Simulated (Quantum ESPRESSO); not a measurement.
# SiNi3 (Pm-3m) in Quantum ESPRESSO: notebook

The runs below take SiNi3 through single point, equation of state, with LDA.

Program: Quantum ESPRESSO 7.5. These are calculated values, not measurements. Logs are shortened: lines on timing, memory, paths and dates and some standing lists are left out, and cuts for length are marked.

## 1. Starting point

The structure is cubic, space group Pm-3m (No. 221). Conventional cell: a = 3.542 Å, b = 3.542 Å, c = 3.542 Å, α = 90.00°, β = 90.00°, γ = 90.00°. Around Ni (site symmetry 4/mmm) lie 8 Ni at 2.50 Å and 4 Si at 2.50 Å. Si (site symmetry m-3m) has 12 Ni at 2.50 Å as nearest neighbours.

## 2. Single point, LDA, collinear spin, ferromagnetic start, 10.44 Å³/atom

Contents of pw.in:

```
&CONTROL
  calculation = 'scf'
  prefix = 'pwscf'
  outdir = './tmp'
  pseudo_dir = './pseudo'
  tprnfor = .true.
  tstress = .true.
  disk_io = 'nowf'
/
&SYSTEM
  ibrav = 0
  nat = 4
  ntyp = 2
  ecutwfc = 45
  ecutrho = 360
  nbnd = 42
  occupations = 'smearing'
  smearing = 'fd'
  degauss = 0.00367493
  nspin = 2
  starting_magnetization(1) = 0.0556
  starting_magnetization(2) = 0
/
&ELECTRONS
  conv_thr = 8d-10
  electron_maxstep = 120
  mixing_beta = 0.3
/
ATOMIC_SPECIES
Ni    58.6934 ni_lda_v1.4.uspp.F.UPF
Si    28.0850 si_lda_v1.uspp.F.UPF
CELL_PARAMETERS angstrom
   3.4696939971    0.0000000000    0.0000000000
   0.0000000000    3.4696939971    0.0000000000
   0.0000000000    0.0000000000    3.4696939971
ATOMIC_POSITIONS crystal
Ni     0.5000000000    0.5000000000    0.0000000000
Ni     0.5000000000    0.0000000000    0.5000000000
Ni     0.0000000000    0.5000000000    0.5000000000
Si     0.0000000000    0.0000000000    0.0000000000
K_POINTS automatic
8 8 8 0 0 0
```

Potentials or basis: GBRV 1.5 LDA.

The run is started by

```
$ OMP_NUM_THREADS=1 mpirun -n 2 pw.x -nk 2 -in pw.in > pw.out
```

pw.out:

```text
This program is part of the open-source Quantum ESPRESSO suite
     for quantum simulation of materials; please cite
         "P. Giannozzi et al., J. Phys.:Condens. Matter 21 395502 (2009);
         "P. Giannozzi et al., J. Phys.:Condens. Matter 29 465901 (2017);
         "P. Giannozzi et al., J. Chem. Phys. 152 154105 (2020);
     in publications or presentations arising from this work. More details at

     Message from routine setup:
     using ibrav=0 with symmetry is DISCOURAGED, use correct ibrav instead

     K-points division:     npool     =       2
     Subspace diagonalization in iterative solution of the eigenvalue problem:
     a serial algorithm will be used

     G-vector sticks info
     --------------------
     sticks:   dense  smooth     PW     G-vecs:    dense   smooth      PW
     Sum        1229     613    193                32531    11513    2007

     Using Slab Decomposition

     bravais-lattice index     =            0
     lattice parameter (alat)  =       6.5568  a.u.
     unit-cell volume          =     281.8838 (a.u.)^3
     number of atoms/cell      =            4
     number of atomic types    =            2
     number of electrons       =        58.00
     number of Kohn-Sham states=           42
     kinetic-energy cutoff     =      45.0000  Ry
     charge density cutoff     =     360.0000  Ry
     scf convergence threshold =      8.0E-10
     mixing beta               =       0.3000
     number of iterations used =            8  plain     mixing
     Exchange-correlation= SLA  PZ   NOGX NOGC
                           (   1   1   0   0   0   0   0)

     celldm(1)=   6.556771  celldm(2)=   0.000000  celldm(3)=   0.000000
     celldm(4)=   0.000000  celldm(5)=   0.000000  celldm(6)=   0.000000

     crystal axes: (cart. coord. in units of alat)
               a(1) = (   1.000000   0.000000   0.000000 )
               a(2) = (   0.000000   1.000000   0.000000 )
               a(3) = (   0.000000   0.000000   1.000000 )

     reciprocal axes: (cart. coord. in units 2 pi/alat)
               b(1) = (  1.000000  0.000000  0.000000 )
               b(2) = (  0.000000  1.000000  0.000000 )
               b(3) = (  0.000000  0.000000  1.000000 )

     PseudoPot. # 1 for Ni read from file:
     ni_lda_v1.4.uspp.F.UPF
     Pseudo is Ultrasoft + core correction, Zval = 18.0
     Generated by new atomic code, or converted to UPF format
     Using radial grid of  865 points,  6 beta functions with:
                l(1) =   0
                l(2) =   0
                l(3) =   1
                l(4) =   1
                l(5) =   2
                l(6) =   2
     Q(r) pseudized with 10 coefficients,  rinner =    0.980   0.980   0.980
                                                       0.980   0.980

[... 79 lines left out ...]

     Initial potential from superposition of free atoms

     starting charge      51.9994, renormalised to      58.0000
     Starting wfcs are   43 randomized atomic wfcs

     Self-consistent Calculation

     iteration #  1     ecut=    45.00 Ry     beta= 0.30
     Davidson diagonalization with overlap
     ethr =  1.00E-02,  avg # of iterations =  5.8

     total energy              =   -1003.57246292 Ry
     estimated scf accuracy    <     133.90416284 Ry
[... 154 lines left out ...]
     iteration # 17     ecut=    45.00 Ry     beta= 0.30
     Davidson diagonalization with overlap
     ethr =  7.17E-12,  avg # of iterations =  2.6

     Magnetic moment per site  (integrated on atomic sphere of radius R)
     atom   1 (R=0.292)  charge= 16.7690  magn= -0.0000
     atom   2 (R=0.292)  charge= 16.7690  magn= -0.0000
     atom   3 (R=0.292)  charge= 16.7690  magn= -0.0000
     atom   4 (R=0.292)  charge=  2.0584  magn=  0.0000

     End of self-consistent calculation

 ------ SPIN UP ------------

          k = 0.0000 0.0000 0.0000 (  1419 PWs)   bands (ev):

   -84.8995 -84.8563 -84.8563 -45.8157 -45.8157 -45.8157 -45.7482 -45.7482
   -45.7482 -45.5735 -45.5735 -45.5735   5.3721  12.4236  13.2800  13.2800
    13.8050  13.8050  13.8050  15.9208  15.9208  15.9208  16.6411  16.6411
    16.6411  16.9093  16.9093  17.2625  17.5919  17.5919  17.5919  22.5949
    24.0477  24.0477  28.2266  28.2266  28.2266  31.7792  31.7792  31.7829
    31.7829  31.7829
[... 291 lines left out ...]
   -84.8705 -84.8705 -84.8705 -45.8414 -45.8354 -45.8354 -45.7600 -45.6921
   -45.6921 -45.6863 -45.5462 -45.5386   9.2121  12.5566  12.5566  13.1209
    13.6758  14.0581  14.0581  15.2247  15.2247  15.2868  15.8373  16.1712
    16.1712  16.2728  16.3198  16.8264  17.2653  17.4526  17.4526  19.2245
    21.9207  21.9207  22.3891  31.6296  33.9311  34.5001  34.5001  36.4790
    37.0702  37.0702

          k =-0.5000-0.5000-0.5000 (  1472 PWs)   bands (ev):

   -84.8705 -84.8705 -84.8705 -45.8414 -45.8414 -45.8414 -45.7677 -45.6863
   -45.6863 -45.6863 -45.5386 -45.5386   9.2405  13.0512  13.0512  13.0512
    13.7512  13.7512  13.7512  15.2185  15.2185  15.2185  16.0321  16.0321
    16.0321  16.2525  16.2525  17.0727  17.3458  17.3458  17.3458  18.9035
    21.6743  21.6743  21.6743  34.2871  34.2871  34.8088  34.8088  34.8088
    39.0708  39.0709

 ------ SPIN DOWN ----------

          k = 0.0000 0.0000 0.0000 (  1419 PWs)   bands (ev):

   -84.8995 -84.8563 -84.8563 -45.8157 -45.8157 -45.8157 -45.7483 -45.7483
   -45.7483 -45.5735 -45.5735 -45.5735   5.3721  12.4236  13.2800  13.2800
    13.8050  13.8050  13.8050  15.9208  15.9208  15.9208  16.6412  16.6412
    16.6412  16.9092  16.9092  17.2625  17.5919  17.5919  17.5919  22.5949
    24.0477  24.0477  28.2266  28.2266  28.2266  31.7792  31.7792  31.7829
    31.7829  31.7829
[... 291 lines left out ...]
   -84.8705 -84.8705 -84.8705 -45.8414 -45.8354 -45.8354 -45.7600 -45.6921
   -45.6921 -45.6863 -45.5462 -45.5386   9.2122  12.5566  12.5566  13.1209
    13.6758  14.0581  14.0581  15.2247  15.2247  15.2868  15.8373  16.1712
    16.1712  16.2728  16.3198  16.8264  17.2653  17.4526  17.4526  19.2245
    21.9207  21.9207  22.3891  31.6296  33.9311  34.5001  34.5001  36.4790
    37.0702  37.0702

          k =-0.5000-0.5000-0.5000 (  1472 PWs)   bands (ev):

   -84.8705 -84.8705 -84.8705 -45.8414 -45.8414 -45.8414 -45.7677 -45.6863
   -45.6863 -45.6863 -45.5386 -45.5386   9.2405  13.0512  13.0512  13.0512
    13.7512  13.7512  13.7512  15.2185  15.2185  15.2185  16.0321  16.0321
    16.0321  16.2525  16.2525  17.0727  17.3458  17.3458  17.3458  18.9035
    21.6743  21.6743  21.6743  34.2871  34.2871  34.8088  34.8088  34.8088
    39.0708  39.0709

     the Fermi energy is    17.5602 ev

!    total energy              =   -1039.38588910 Ry
     estimated scf accuracy    <          3.3E-10 Ry
     smearing contrib. (-TS)   =      -0.00125780 Ry
     internal energy E=F+TS    =   -1039.38463130 Ry

     The total energy is F=E-TS. E is the sum of the following terms:
     one-electron contribution =    -656.97980362 Ry
     hartree contribution      =     366.07962461 Ry
     xc contribution           =    -109.85900402 Ry
     ewald contribution        =    -638.62544828 Ry

     total magnetization       =     0.00 Bohr mag/cell
     absolute magnetization    =     0.00 Bohr mag/cell

     convergence has been achieved in  17 iterations

     Forces acting on atoms (cartesian axes, Ry/au):

     atom    1 type  1   force =     0.00000000    0.00000000    0.00000000
     atom    2 type  1   force =     0.00000000    0.00000000    0.00000000
     atom    3 type  1   force =     0.00000000    0.00000000    0.00000000
     atom    4 type  2   force =     0.00000000    0.00000000    0.00000000

     Total force =     0.000000     Total SCF correction =     0.000000

     Computing stress (Cartesian axis) and pressure

          total   stress  (Ry/bohr**3)                   (kbar)     P=      -84.93
  -0.00057733   0.00000000   0.00000000          -84.93        0.00        0.00
   0.00000000  -0.00057733   0.00000000            0.00      -84.93        0.00
   0.00000000   0.00000000  -0.00057733            0.00        0.00      -84.93

=------------------------------------------------------------------------------=
   JOB DONE.
=------------------------------------------------------------------------------=
```

It took 67 s on 2 MPI ranks of Arm Neoverse V1, shared host; peak memory 0.28 GiB.

What came out:

```yaml
Free_energy: -14141.5654 eV
Pressure: -8.5 GPa
Band_gap_on_the_k_mesh: none (metal or under the smearing width)
Net_moment: 0.00 μB per cell
Absolute_moment: 0.00 μB per cell
Valence_electrons_inside_the_program's_atomic_spheres: Ni 16.77; Si 2.06
```

## 3. Single point, LDA, collinear spin, ferromagnetic start, 10.66 Å³/atom

Edit pw.in of step 2 so:

```diff
@@ -32,5 +32,5 @@
 CELL_PARAMETERS angstrom
-   3.4696939971    0.0000000000    0.0000000000
-   0.0000000000    3.4696939971    0.0000000000
-   0.0000000000    0.0000000000    3.4696939971
+   3.4941292669    0.0000000000    0.0000000000
+   0.0000000000    3.4941292669    0.0000000000
+   0.0000000000    0.0000000000    3.4941292669
 ATOMIC_POSITIONS crystal
```

Potentials or basis: GBRV 1.5 LDA.

The run is started by

```
$ OMP_NUM_THREADS=1 mpirun -n 2 pw.x -nk 2 -in pw.in > pw.out
```

Wall time 66 s (2 MPI ranks of Arm Neoverse V1, shared host); peak memory 0.3 GiB.

The run converged. Its results:

```
Free energy                                           : -14141.5074 eV
Pressure                                              : -12.9 GPa
Band gap on the k mesh                                : none (metal or under the smearing width)
Net moment                                            : 0.00 μB per cell
Absolute moment                                       : 0.00 μB per cell
Valence electrons inside the program's atomic spheres : Ni 16.78; Si 2.07
```

## 4. Single point, LDA, collinear spin, ferromagnetic start, 10.89 Å³/atom

Edit pw.in of step 3 so:

```diff
@@ -32,5 +32,5 @@
 CELL_PARAMETERS angstrom
-   3.4941292669    0.0000000000    0.0000000000
-   0.0000000000    3.4941292669    0.0000000000
-   0.0000000000    0.0000000000    3.4941292669
+   3.5182274716    0.0000000000    0.0000000000
+   0.0000000000    3.5182274716    0.0000000000
+   0.0000000000    0.0000000000    3.5182274716
 ATOMIC_POSITIONS crystal
```

The run is started by

```
$ OMP_NUM_THREADS=1 mpirun -n 2 pw.x -nk 2 -in pw.in > pw.out
```

Run time: 75 s. Hardware: 2 MPI ranks of Arm Neoverse V1, shared host; peak memory 0.3 GiB.

It converged, with:

| Quantity | Value |
| --- | --- |
| Free energy | -14141.4265 eV |
| Pressure | -16.7 GPa |
| Band gap on the k mesh | none (metal or under the smearing width) |
| Net moment | 0.00 μB per cell |
| Absolute moment | 0.00 μB per cell |
| Valence electrons inside the program's atomic spheres | Ni 16.80; Si 2.09 |

## 5. Single point, LDA, collinear spin, ferromagnetic start, 11.11 Å³/atom

Edit pw.in of step 4 so:

```diff
@@ -32,5 +32,5 @@
 CELL_PARAMETERS angstrom
-   3.5182274716    0.0000000000    0.0000000000
-   0.0000000000    3.5182274716    0.0000000000
-   0.0000000000    0.0000000000    3.5182274716
+   3.5420000000    0.0000000000    0.0000000000
+   0.0000000000    3.5420000000    0.0000000000
+   0.0000000000    0.0000000000    3.5420000000
 ATOMIC_POSITIONS crystal
```

The run is started by

```
$ OMP_NUM_THREADS=1 mpirun -n 2 pw.x -nk 2 -in pw.in > pw.out
```

It took 81 s on 2 MPI ranks of Arm Neoverse V1, shared host; peak memory 0.3 GiB.

Results (log left out):

- Free energy: -14141.3257 eV
- Pressure: -20.1 GPa
- Band gap on the k mesh: none (metal or under the smearing width)
- Net moment: 0.00 μB per cell
- Absolute moment: 0.00 μB per cell
- Valence electrons inside the program's atomic spheres: Ni 16.81; Si 2.10

## 6. Single point, LDA, collinear spin, ferromagnetic start, 11.33 Å³/atom

Edit pw.in of step 5 so:

```diff
@@ -32,5 +32,5 @@
 CELL_PARAMETERS angstrom
-   3.5420000000    0.0000000000    0.0000000000
-   0.0000000000    3.5420000000    0.0000000000
-   0.0000000000    0.0000000000    3.5420000000
+   3.5654576373    0.0000000000    0.0000000000
+   0.0000000000    3.5654576373    0.0000000000
+   0.0000000000    0.0000000000    3.5654576373
 ATOMIC_POSITIONS crystal
```

Potentials or basis: GBRV 1.5 LDA.

The run is started by

```
$ OMP_NUM_THREADS=1 mpirun -n 2 pw.x -nk 2 -in pw.in > pw.out
```

Wall time 80 s (2 MPI ranks of Arm Neoverse V1, shared host); peak memory 0.3 GiB.

It converged, with:

* Free energy: -14141.2072 eV
* Pressure: -23.1 GPa
* Band gap on the k mesh: none (metal or under the smearing width)
* Net moment: 0.00 μB per cell
* Absolute moment: 0.00 μB per cell
* Valence electrons inside the program's atomic spheres: Ni 16.83; Si 2.11

## 7. Single point, LDA, collinear spin, ferromagnetic start, 11.55 Å³/atom

Edit pw.in of step 6 so:

```diff
@@ -32,5 +32,5 @@
 CELL_PARAMETERS angstrom
-   3.5654576373    0.0000000000    0.0000000000
-   0.0000000000    3.5654576373    0.0000000000
-   0.0000000000    0.0000000000    3.5654576373
+   3.5886106083    0.0000000000    0.0000000000
+   0.0000000000    3.5886106083    0.0000000000
+   0.0000000000    0.0000000000    3.5886106083
 ATOMIC_POSITIONS crystal
```

The run is started by

```
$ OMP_NUM_THREADS=1 mpirun -n 2 pw.x -nk 2 -in pw.in > pw.out
```

Wall time 88 s (2 MPI ranks of Arm Neoverse V1, shared host); peak memory 0.32 GiB.

The run converged. Its results:

| Property | Result |
| --- | --- |
| Free energy | -14141.0732 eV |
| Pressure | -25.7 GPa |
| Band gap on the k mesh | none (metal or under the smearing width) |
| Net moment | 0.00 μB per cell |
| Absolute moment | 0.00 μB per cell |
| Valence electrons inside the program's atomic spheres | Ni 16.84; Si 2.13 |

## 8. Single point, LDA, collinear spin, ferromagnetic start, 11.78 Å³/atom

Edit pw.in of step 7 so:

```diff
@@ -32,5 +32,5 @@
 CELL_PARAMETERS angstrom
-   3.5886106083    0.0000000000    0.0000000000
-   0.0000000000    3.5886106083    0.0000000000
-   0.0000000000    0.0000000000    3.5886106083
+   3.6114686170    0.0000000000    0.0000000000
+   0.0000000000    3.6114686170    0.0000000000
+   0.0000000000    0.0000000000    3.6114686170
 ATOMIC_POSITIONS crystal
```

The run is started by

```
$ OMP_NUM_THREADS=1 mpirun -n 2 pw.x -nk 2 -in pw.in > pw.out
```

It took 87 s on 2 MPI ranks of Arm Neoverse V1, shared host; peak memory 0.32 GiB.

The run converged. Its results:

```yaml
Free_energy: -14140.9257 eV
Pressure: -27.9 GPa
Band_gap_on_the_k_mesh: none (metal or under the smearing width)
Net_moment: 0.00 μB per cell
Absolute_moment: 0.00 μB per cell
Valence_electrons_inside_the_program's_atomic_spheres: Ni 16.86; Si 2.14
```

## 9. Equation of state, LDA, collinear spin, ferromagnetic start

Potentials or basis: GBRV 1.5 LDA.

No new run: the results of the series are fitted here.

What came out:

```
Equilibrium volume : 10.09 Å³/atom (rough: see the caveat)
Bulk modulus       : 260 GPa (rough)
```

Energy against volume, from the lowest point:
```
volume (Å³/atom)  energy (meV/atom)
          10.443               0.00
          10.665              14.51
          10.887              34.72
          11.109              59.94
          11.331              89.57
          11.554             123.06
          11.776             159.93
```

Caveat: the minimum lies outside the volumes run.
